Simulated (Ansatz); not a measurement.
# Gallium, diamond: HSE06 at the PBE geometry

How do the levels change when part of the exchange is made exact, and what does it cost? Spin polarisation is left out. The geometry was relaxed under PBE beforehand and is kept. Exact exchange is dear, so the k-mesh is coarse, and PBE is run on the same mesh for comparison.

Computed with Ansatz 0.2.0 (DFT, plane waves (420 eV) with PBE-made PAW files, scalar-relativistic; functionals as named at each step, unless a step says otherwise).

## 1. Starting point

The structure is cubic, space group Fd-3m (No. 227). Conventional cell: a = 5.881 Å, b = 5.881 Å, c = 5.881 Å, α = 90.00°, β = 90.00°, γ = 90.00°. Ga (site symmetry -43m) is surrounded by 4 Ga at 2.55 Å.

As a file:

```cif
data_structure
_symmetry_space_group_name_H-M 'P 1'
_symmetry_Int_Tables_number 1
_cell_length_a 4.1586
_cell_length_b 4.1586
_cell_length_c 4.1586
_cell_angle_alpha 60.000
_cell_angle_beta 60.000
_cell_angle_gamma 60.000
_cell_volume 50.86
loop_
_atom_site_label
_atom_site_type_symbol
_atom_site_fract_x
_atom_site_fract_y
_atom_site_fract_z
_atom_site_occupancy
Ga1 Ga 0.12500 0.12500 0.12500 1
Ga2 Ga 0.87500 0.87500 0.87500 1
```

## 2. PBE on the coarse mesh

The run with PBE.

File input.yaml:

```yaml
crystal:
  lattice:
    - [0.0, 2.9406016121, 2.9406016121]
    - [2.9406016121, 0.0, 2.9406016121]
    - [2.9406016121, 2.9406016121, 0.0]
  atoms:
    - { symbol: Ga, position: [0.125, 0.125, 0.125] }
    - { symbol: Ga, position: [0.875, 0.875, 0.875] }
hamiltonian:
  xc: pbe
  pseudopotentials:
    kind: paw
    azcp:
      Ga: "pseudopotentials/Ga.paw.azcp"
basis:
  ecutwfc: 420
  fft_grid_basis: typed
kpoints:
  mp_grid: { grid: [5, 5, 5], shift: [0, 0, 0] }
magnetization:
  spin_polarized: false
scf:
  occupations: { method: fermi_dirac, width: 0.1 }
```

On the command line:

```console
> ansatz run input.yaml --threads 4 --pin off --max-ram 8192MiB --backend cpu --events-out ev --progress --plain --runs-dir out
```

Standard output, shortened:

```text
Warning: RAYON_NUM_THREADS=4 ignored (pool sized by the plan → 4); use --threads N
[...]
Pseudopotentials: kind: paw
Pseudopotential: Ga, paw, valence charge 13, recommended cutoff 420 eV (normal), <dir>
Functional definition: PBE
[...]
Crystal: 2 atoms, lattice volume = 50.856 Å³
Basis set: ecut = 420 eV, 965 PW (Γ)
Bands: 17, of which v1, the nominal top of the filled ones, is band 13 counted from 1 (12 counted from 0)
Symmetry: 48 space group operations
Space group: Fd-3m (ITA 227), of the structure as read, at distance tolerance 3.7e-5 Å
k-points: 10 of 125
[...]
SCF iter   1: F=—  HF=-7565.526683 eV  |F-HF|=—  |Δ(HF+E_count)|=         —  Δρ=2.29e-3  dr2=2.50e-3  ethr=1.77e-3  ⟨swp⟩=5.0  Hψ=776  notcnv=0
[...]
SCF iter   6: F=-7565.526690 eV  HF=-7565.526690 eV  |F-HF|=3.06e-9  |Δ(HF+E_count)|=   2.33e-7  Δρ=3.30e-6  dr2=7.37e-9  ethr=3.85e-10  ⟨swp⟩=2.3  Hψ=341  notcnv=0
[...]
SCF converged after 6 iterations
Free energy (F): -7565.526690 eV
[...]
E sigma→0 (E₀):  -7565.498670 eV
Entropy (-TS):   -0.056042 eV (-28.021 meV/atom)
Fermi energy:    5.466355 eV
[...]
```

It took 0.22 s on 4 threads of Intel Xeon Platinum 8559C (Emerald Rapids), shared host; peak memory 0.34 GiB.

## 3. HSE06 on the coarse mesh

The run with HSE06.

Changes to input.yaml since step 2:

```diff
@@ -9,3 +9,3 @@
 hamiltonian:
-  xc: pbe
+  xc: hse06
   pseudopotentials:
```

On the command line:

```console
> ansatz run input.yaml --threads 4 --pin off --max-ram 8192MiB --backend cpu --events-out ev --progress --plain --runs-dir out
```

Standard output, shortened:

```text
Warning: RAYON_NUM_THREADS=4 ignored (pool sized by the plan → 4); use --threads N
[...]
[... 2 set-up lines as earlier in the session ...]
Functional definition: HSE06
[...]
Crystal: 2 atoms, lattice volume = 50.856 Å³
Basis set: ecut = 420 eV, 965 PW (Γ)
Bands: 17, of which v1, the nominal top of the filled ones, is band 13 counted from 1 (12 counted from 0)
[... 2 set-up lines as earlier in the session ...]
k-points: 10 of 125
[...]
SCF iter   1: F=—  HF=-7565.526727 eV  |F-HF|=—  |Δ(HF+E_count)|=         —  Δρ=2.13e-3  dr2=2.16e-3  ethr=1.77e-3  ⟨swp⟩=6.3  Hψ=671  notcnv=0
[...]
Frozen-core exchange: fock
[...]
SCF 2 stopped early in 7 iterations: F = -7566.188051 eV  dr2 = 3.69e-6
hybrid outer 1: dexx = +9.246e-3 eV, tail = 5.03e-5 eV
[...]
Frozen-core exchange: fock
[...]
hybrid outer 2: dexx = +7.254e-7 eV, tail = 6.14e-8 eV, Δε = 5.22e-3 eV (about 2.42e-4 eV left of the loop's levels)
hybrid SCF converged: 2 outer / 10 inner (+9 warm-up), last move |dexx| = 7.25e-7 eV, tail = 6.14e-8 eV
Stability not checked: this state was not tested for a lower state beside it, because the functional holds exact exchange (a hybrid, or Hartree-Fock), whose exchange loop this test does not read (fock_operator; see scf.lower_state_search)
Free energy (F): -7566.187754 eV
Frozen-core exchange: fock
[...]
E sigma→0 (E₀):  -7566.160784 eV
Entropy (-TS):   -0.053940 eV (-26.970 meV/atom)
Fermi energy:    5.339796 eV
[...]
--- Band table (eV; the first three rows and the last of 10) ---
  k-point 0: bands = ["-12.0767", "-12.0767", "-12.0767", "-12.0377", "-12.0377", "-11.7321", "-11.7321", "-11.7321", "-11.6896", "-11.6896", "-4.9537", "8.6397", "8.6397", "8.6397", "9.6815"]
[...]
  guard bands above this table: 2 of the run's 17 bands. The solve was not asked for them (output.publish_guard_bands: true or output.eigenvalues: true publishes all)
```

It took 2.8 s on 4 threads of Intel Xeon Platinum 8559C (Emerald Rapids), shared host; peak memory 0.93 GiB.

## 4. The functionals compared

```tsv
functional	gap on the mesh	Fermi energy (eV)	SCF cycles	exchange loops	CPU time
PBE	none (levels filled in part)	5.466	6	-	0.46 s
HSE06	none (levels filled in part)	5.340	19	2	8.4 s
```

## 5. What came out

```
                          quantity                         value
                          PBE: gap  none (levels filled in part)
                        HSE06: gap  none (levels filled in part)
 HSE06: SCF cycles, exchange loops                         19, 2
  HSE06: CPU time over that of PBE                            18
HSE06: relative to alpha-Ga (Cmce)                 +376 meV/atom
```

**Reading.** Both PBE and HSE06 leave levels filled in part. The hybrid took 18 times as much CPU time as PBE on the same settings. The exchange operator of HSE06 was renewed in 2 outer loops. To compare with dense-mesh energies, the change of PBE from this mesh and smearing to its dense run (+10.4 meV/atom, from a run not shown) is added. Under HSE06 it lies 376 meV/atom above alpha-Ga (Cmce) (computed apart in the same way); on such meshes a few tens of meV are uncertain for metals. Absolute energies differ from functional to functional, by eV per atom at times, and say nothing by themselves.
